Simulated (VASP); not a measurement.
# CdS in VASP: one cell, several levels of theory

Aim: gap, levels, forces and stress of zincblende CdS at fixed geometry. Runs: PBE, r2SCAN. The results are then set beside those of Ansatz 0.2.0 for the same cell.

The runs shown are made with VASP 6.6.1. PAW datasets, plane waves. Spin-unpolarised throughout; all numbers are computed.

### Step 1. The cell

The cell comes from an earlier relaxation with r2SCAN in another program.

It is cubic, F-43m (No. 216); conventional cell a = 5.878 Å, 25.39 Å³ an atom. Around Cd lie 4 S at 2.55 Å; around S lie 4 Cd at 2.55 Å.

Structure file:

```
CELL_PARAMETERS angstrom
0.00000 2.93921 2.93921
2.93921 0.00000 2.93921
2.93921 2.93921 0.00000
ATOMIC_POSITIONS crystal
Cd 0.00000 0.00000 0.00000
S 0.25000 0.25000 0.25000
```

### Step 2. Single point with PBE

INCAR reads:

```
ENCUT = 520.000000
SIGMA = 0.020000
EDIFF = 1.00e-07
GGA = PE
PREC = Accurate
IBRION = -1
ISIF = 2
ISMEAR = -1
NBANDS = 16
NELM = 120
NSW = 0
LASPH = .TRUE.
LCHARG = .TRUE.
LELF = .TRUE.
LWAVE = .FALSE.
LREAL = .FALSE.
```

KPOINTS reads:

```
KPOINTS created by Atomic Simulation Environment
0
Gamma
8 8 8
0 0 0
```

KPOINTS_OPT reads:

```
special points
6
Reciprocal
0.0000000000 0.0000000000 0.0000000000 1
-0.5000000000 -0.5000000000 0.0000000000 1
-0.3750000000 -0.3750000000 0.2500000000 1
-0.3750000000 0.0000000000 0.3750000000 1
0.0000000000 0.0000000000 0.5000000000 1
-0.5000000000 -0.2500000000 0.2500000000 1
```

POSCAR reads:

```
Cd S
 1.0000000000000000
    -0.0000000000000000    2.9392148430445664    2.9392148430445664
     2.9392148430445664    0.0000000000000000    2.9392148430445664
     2.9392148430445664    2.9392148430445664    0.0000000000000000
 Cd  S
   1   1
Cartesian
  0.0000000000000000  0.0000000000000000 -0.0000000000000000
  1.4696074215222832  1.4696074215222832  1.4696074215222832
```

The run uses the recommended PBE PAW datasets (18 valence electrons a neutral cell).

On the command line:

```sh
mpirun -np 1 vasp_std
```

Printed to the terminal (iteration lines stand in OSZICAR):

```text
POSCAR found type information on POSCAR CdS
 POSCAR found :  2 types and       2 ions
 LDA part: xc-table for (Slater+PW92), standard interpolation
 POSCAR, INCAR and KPOINTS ok, starting setup
 FFT: planning ... GRIDC
 FFT: planning ... GRID_SOFT
 FFT: planning ... GRID
 WAVECAR not read
 entering main loop
 Start KPOINTS_OPT (optional k-point list driver)
k-point batch [1-6\6]
```

OSZICAR:

```text
N       E                     dE             d eps       ncg     rms          rms(c)
DAV:   1     0.110416412187E+03    0.11042E+03   -0.88930E+03   944   0.102E+03
DAV:   2    -0.238957670433E+01   -0.11281E+03   -0.10602E+03  1128   0.255E+02
DAV:   3    -0.666123855545E+01   -0.42717E+01   -0.42649E+01  1184   0.517E+01
DAV:   4    -0.668685060212E+01   -0.25612E-01   -0.25610E-01  1192   0.392E+00
DAV:   5    -0.668720745283E+01   -0.35685E-03   -0.35685E-03  1128   0.436E-01    0.772E+00
DAV:   6    -0.615738100558E+01    0.52983E+00   -0.84914E-01  1408   0.114E+01    0.626E+00
DAV:   7    -0.613885721163E+01    0.18524E-01   -0.19168E-01  1128   0.299E+00    0.308E+00
DAV:   8    -0.613912121580E+01   -0.26400E-03   -0.17276E-02  1104   0.165E+00    0.291E-01
DAV:   9    -0.613905404725E+01    0.67169E-04   -0.20239E-03  1136   0.652E-01    0.592E-02
DAV:  10    -0.613918538067E+01   -0.13133E-03   -0.24452E-04  1120   0.155E-01    0.693E-02
DAV:  11    -0.613927132546E+01   -0.85945E-04   -0.13892E-04  1080   0.919E-02    0.246E-02
DAV:  12    -0.613926292077E+01    0.84047E-05   -0.24834E-05  1280   0.635E-02    0.995E-03
DAV:  13    -0.613926415187E+01   -0.12311E-05   -0.38277E-06  1112   0.114E-02    0.894E-03
DAV:  14    -0.613926388976E+01    0.26210E-06   -0.27558E-07  1248   0.317E-03    0.498E-03
DAV:  15    -0.613926387282E+01    0.16939E-07   -0.34954E-08   696   0.118E-03
   1 F= -.61392639E+01 E0= -.61392639E+01  d E =-.705468E-11
       N       E                     dE             ncg
DAV:   1     0.737235752000E+03   -0.29516E+04      208
DAV:   2     0.121842780173E+03   -0.61539E+03      240
DAV:   3     0.994513349728E+02   -0.22391E+02      256
DAV:   4     0.993307118671E+02   -0.12062E+00      248
DAV:   5     0.993290967720E+02   -0.16151E-02      256
DAV:   6     0.993290645366E+02   -0.32235E-04      240
DAV:   7     0.993290637304E+02   -0.80621E-06      264
DAV:   8     0.993290637089E+02   -0.21558E-07      208
```

The lines after F= are the extra pass for the points of KPOINTS_OPT, at fixed density; their E is not a total energy.

OUTCAR, selected sections:

```text
k-points           NKPTS =     29   k-points in BZ     NKDIM =     29   number of bands    NBANDS=     16

   NELECT =      18.0000    total number of electrons

   dimension x,y,z NGX =    32 NGY =   32 NGZ =   32
   dimension x,y,z NGXF=    64 NGYF=   64 NGZF=   64

  energy-cutoff  :      520.00
  volume of cell :       50.78
      direct lattice vectors                 reciprocal lattice vectors
     0.000000000  2.939214843  2.939214843    -0.170113458  0.170113458  0.170113458
     2.939214843  0.000000000  2.939214843     0.170113458 -0.170113458  0.170113458
     2.939214843  2.939214843  0.000000000     0.170113458  0.170113458 -0.170113458

 k-points in reciprocal lattice and weights: KPOINTS created by Atomic Simulation Env
   0.00000000  0.00000000  0.00000000       0.002
   0.12500000  0.00000000  0.00000000       0.016
   0.25000000  0.00000000  0.00000000       0.016
   0.37500000  0.00000000  0.00000000       0.016
   0.50000000  0.00000000  0.00000000       0.008
   0.12500000  0.12500000  0.00000000       0.012
   0.25000000  0.12500000  0.00000000       0.047
   0.37500000  0.12500000  0.00000000       0.047
[... 21 more k-points ...]

 E-fermi :   1.5256

 k-point     1 :       0.0000    0.0000    0.0000
  band No.  band energies     occupation
      1     -11.1119      2.00000
      2      -6.5290      2.00000
      3      -6.5290      2.00000
      4      -6.5290      2.00000
      5      -6.0803      2.00000
      6      -6.0803      2.00000
      7       1.1176      2.00000
      8       1.1176      2.00000
      9       1.1176      2.00000
     10       2.2159      0.00000
     11       7.6679      0.00000
     12       7.6679      0.00000
     13       7.6679      0.00000
     14      12.4289      0.00000
     15      12.5624      0.00000
     16      12.5624      0.00000

 k-point     2 :       0.1250    0.0000    0.0000
  band No.  band energies     occupation
      1     -11.0530      2.00000
      2      -6.5078      2.00000
      3      -6.5078      2.00000
      4      -6.4762      2.00000
      5      -6.0813      2.00000
      6      -6.0813      2.00000
      7       0.1074      2.00000
      8       1.0010      2.00000
      9       1.0010      2.00000
     10       3.0528      0.00000
     11       7.4040      0.00000
     12       7.8612      0.00000
     13       7.8612      0.00000
     14      11.9742      0.00000
     15      11.9742      0.00000
     16      13.0266      0.00000

 k-point     3 :       0.2500    0.0000    0.0000
  band No.  band energies     occupation
      1     -10.9099      2.00000
      2      -6.4620      2.00000
      3      -6.4620      2.00000
      4      -6.2898      2.00000
      5      -6.0762      2.00000
      6      -6.0762      2.00000
      7      -1.3223      2.00000
      8       0.7383      2.00000
      9       0.7383      2.00000
     10       3.8513      0.00000
     11       7.3930      0.00000
     12       8.1596      0.00000
     13       8.1596      0.00000
     14      11.7402      0.00000
     15      11.7402      0.00000
     16      12.3943      0.00000

 k-point     4 :       0.3750    0.0000    0.0000
  band No.  band energies     occupation
      1     -10.7669      2.00000
      2      -6.4266      2.00000
      3      -6.4266      2.00000
      4      -6.0575      2.00000
      5      -6.0575      2.00000
      6      -5.9553      2.00000
      7      -2.5740      2.00000
      8       0.4953      2.00000
      9       0.4953      2.00000
     10       4.0861      0.00000
     11       8.0728      0.00000
     12       8.1811      0.00000
     13       8.1811      0.00000
     14      12.0297      0.00000
     15      12.5784      0.00000
     16      12.5784      0.00000

 k-point     5 :       0.5000    0.0000    0.0000
  band No.  band energies     occupation
      1     -10.7081      2.00000
      2      -6.4158      2.00000
      3      -6.4158      2.00000
      4      -6.0450      2.00000
      5      -6.0450      2.00000
      6      -5.7205      2.00000
      7      -3.1454      2.00000
      8       0.3990      2.00000
      9       0.3990      2.00000
     10       4.0974      0.00000
     11       8.1279      0.00000
     12       8.1279      0.00000
     13       8.5254      0.00000
     14      12.1337      0.00000
     15      13.6153      0.00000
     16      13.6153      0.00000

 k-point     6 :       0.1250    0.1250    0.0000
  band No.  band energies     occupation
      1     -11.0334      2.00000
      2      -6.4874      2.00000
      3      -6.4874      2.00000
      4      -6.4854      2.00000
      5      -6.0952      2.00000
      6      -6.0685      2.00000
      7       0.1008      2.00000
      8       0.8061      2.00000
      9       0.8061      2.00000
     10       3.3463      0.00000
     11       6.9938      0.00000
     12       8.1083      0.00000
     13       8.1083      0.00000
     14      10.9662      0.00000
     15      12.6659      0.00000
     16      13.6316      0.00000

 k-point     7 :       0.2500    0.1250    0.0000
  band No.  band energies     occupation
      1     -10.9187      2.00000
      2      -6.4584      2.00000
      3      -6.4382      2.00000
      4      -6.3509      2.00000
      5      -6.0974      2.00000
      6      -6.0569      2.00000
      7      -0.9519      2.00000
      8       0.5001      2.00000
      9       0.5537      2.00000
     10       4.1463      0.00000
     11       6.7151      0.00000
     12       8.3204      0.00000
     13       8.5338      0.00000
     14      10.5559      0.00000
     15      12.5460      0.00000
     16      13.7612      0.00000

 k-point     8 :       0.3750    0.1250    0.0000
  band No.  band energies     occupation
      1     -10.7764      2.00000
      2      -6.4224      2.00000
      3      -6.3970      2.00000
      4      -6.1474      2.00000
      5      -6.0431      2.00000
      6      -5.9931      2.00000
      7      -2.1701      2.00000
      8       0.2141      2.00000
      9       0.2665      2.00000
     10       4.5924      0.00000
     11       7.1357      0.00000
     12       8.2027      0.00000
     13       8.6500      0.00000
     14      11.3530      0.00000
     15      13.0606      0.00000
     16      13.2267      0.00000

 k-point     9 :       0.5000    0.1250    0.0000
  band No.  band energies     occupation
      1     -10.6905      2.00000
      2      -6.4042      2.00000
      3      -6.3839      2.00000
      4      -6.0828      2.00000
      5      -6.0418      2.00000
      6      -5.7096      2.00000
      7      -2.9780      2.00000
      8      -0.0733      2.00000
      9       0.2232      2.00000
     10       4.6699      0.00000
     11       7.4070      0.00000
     12       8.5063      0.00000
     13       8.6718      0.00000
     14      12.1979      0.00000
     15      13.4569      0.00000
     16      13.6462      0.00000

 k-point    10 :      -0.3750    0.1250    0.0000
  band No.  band energies     occupation
      1     -10.7099      2.00000
      2      -6.4027      2.00000
      3      -6.3962      2.00000
      4      -6.0678      2.00000
      5      -6.0663      2.00000
      6      -5.7854      2.00000
      7      -2.7909      2.00000
      8      -0.1656      2.00000
      9       0.3900      2.00000
     10       4.6761      0.00000
     11       7.5496      0.00000
     12       8.4081      0.00000
     13       8.4214      0.00000
     14      12.2878      0.00000
     15      12.7731      0.00000
     16      13.7908      0.00000

 k-point    11 :      -0.2500    0.1250    0.0000
  band No.  band energies     occupation
      1     -10.8236      2.00000
      2      -6.4340      2.00000
      3      -6.4204      2.00000
      4      -6.1746      2.00000
      5      -6.0921      2.00000
      6      -6.0271      2.00000
      7      -1.7917      2.00000
      8       0.0075      2.00000
      9       0.6847      2.00000
     10       4.5010      0.00000
     11       7.3778      0.00000
     12       7.9871      0.00000
     13       8.3260      0.00000
     14      11.1831      0.00000
     15      12.6725      0.00000
     16      13.4490      0.00000

 k-point    12 :      -0.1250    0.1250    0.0000
  band No.  band energies     occupation
      1     -10.9661      2.00000
      2      -6.4835      2.00000
      3      -6.4627      2.00000
      4      -6.3899      2.00000
      5      -6.0940      2.00000
      6      -6.0658      2.00000
      7      -0.6475      2.00000
      8       0.4704      2.00000
      9       0.9459      2.00000
     10       3.8006      0.00000
     11       7.1397      0.00000
     12       8.0373      0.00000
     13       8.1489      0.00000
     14      11.1580      0.00000
     15      12.0163      0.00000
     16      13.9781      0.00000

[... the tables of k-points 13 to 29 left out ...]

  Total        0.5417268      0.5417268      0.5417268     -0.0000000     -0.0000000     -0.0000000
  in kB       17.0909765     17.0909765     17.0909765     -0.0000000     -0.0000000     -0.0000000
  external PRESSURE =      17.0909765 kB  Pullay stress =       0.0000000 kB

 POSITION                                       TOTAL-FORCE (eV/Angst)
 -----------------------------------------------------------------------------------
      0.00000      0.00000      0.00000         0.000000      0.000000     -0.000000
      1.46961      1.46961      1.46961        -0.000000     -0.000000      0.000000
 -----------------------------------------------------------------------------------
    total drift:                               -0.000000     -0.000000     -0.000000

  FREE ENERGIE OF THE ION-ELECTRON SYSTEM (eV)
  ---------------------------------------------------
  free  energy   TOTEN  =        -6.1392638728 eV

  energy  without entropy=       -6.1392638728  energy(sigma->0) =       -6.13926387
```

Hardware: 1 MPI rank of Intel Xeon Platinum 8488C, shared host.

The levels at the points of KPOINTS_OPT are read from vasprun.xml.

Near the gap, in eV above the top of the last filled band v; c is the band after it:

| point | v−1 | v | c | c+1 |
| --- | --- | --- | --- | --- |
| Γ | 0.00 | 0.00 | 1.10 | 6.55 |
| X | -1.80 | -1.80 | 3.59 | 4.32 |
| U | -2.43 | -1.46 | 4.24 | 5.40 |
| K | -2.43 | -1.46 | 4.24 | 5.40 |
| L | -0.72 | -0.72 | 2.98 | 7.01 |
| W | -2.17 | -2.11 | 5.33 | 5.44 |

Gap with PBE: 1.10 eV, direct (Γ). Pressure: 1.71 GPa; the forces vanish within 0.01 eV/Å.

Axes a, b and c in the maps are those of this run's conventional cell (a, b, c = 5.878, 5.878, 5.878 Å).

Density in a lattice plane of the grid's cell (edges 5.88 and 5.88 Å, at 0.000 of the third edge), which holds Cd.

Values in e/Å³, 12 rows by 12 columns:
```
4.64 2.23 0.35 0.09 0.04 0.02 0.01 0.02 0.04 0.09 0.34 2.23
0.57 0.35 0.17 0.11 0.07 0.04 0.03 0.04 0.07 0.11 0.17 0.34
0.09 0.09 0.11 0.12 0.11 0.09 0.09 0.09 0.11 0.12 0.11 0.09
0.03 0.04 0.07 0.11 0.17 0.35 0.57 0.34 0.17 0.11 0.07 0.04
0.01 0.02 0.04 0.09 0.35 2.23 4.64 2.23 0.34 0.09 0.04 0.02
0.01 0.01 0.03 0.09 0.57 4.64 9.94 4.64 0.57 0.09 0.03 0.01
0.01 0.02 0.04 0.09 0.34 2.23 4.64 2.23 0.35 0.09 0.04 0.02
0.03 0.04 0.07 0.11 0.17 0.34 0.57 0.35 0.17 0.11 0.07 0.04
0.09 0.09 0.11 0.12 0.11 0.09 0.09 0.09 0.11 0.12 0.11 0.09
0.57 0.34 0.17 0.11 0.07 0.04 0.03 0.04 0.07 0.11 0.17 0.35
4.64 2.23 0.34 0.09 0.04 0.02 0.01 0.02 0.04 0.09 0.35 2.23
9.94 4.64 0.57 0.09 0.03 0.01 0.01 0.01 0.03 0.09 0.57 4.64
```
Columns run along the first of these edges and rows up along the second, over one cell in 12 and 12 even steps from the bottom left corner. Atoms in the plane (fractional): Cd at (0.00, 0.00), Cd at (0.50, 0.50).

ELF in the same plane.

Ten even steps from '0' (0.00) to '9' (0.47):
```
002543211000000011234520
234533332100000123333543
554334564310001346543345
333357886421112468875333
223469996432223469996432
112468875333333357886421
001346543345554334564310
000123333543234533332100
000011234520002543211000
000001235410101453210000
000011234520002543211000
000123333543234533332100
001346543345554334564310
112468875333333357886421
223469996432223469996432
333357886421112468875333
554334564310001346543345
234533332100000123333543
002543211000000011234520
101453210000000001235410
```
Columns run along the first of these edges and rows up along the second, over one cell in 24 and 20 even steps from the bottom left corner. Atoms in the plane (fractional): Cd at (0.00, 0.00), Cd at (0.50, 0.50).

Both are smooth fields of the valence electrons: close to the nuclei they are not physical.

The highest ELF values outside the cores: 0.88 in the shell around S, 0.8 Å from S.

[end of part 1 of 2]
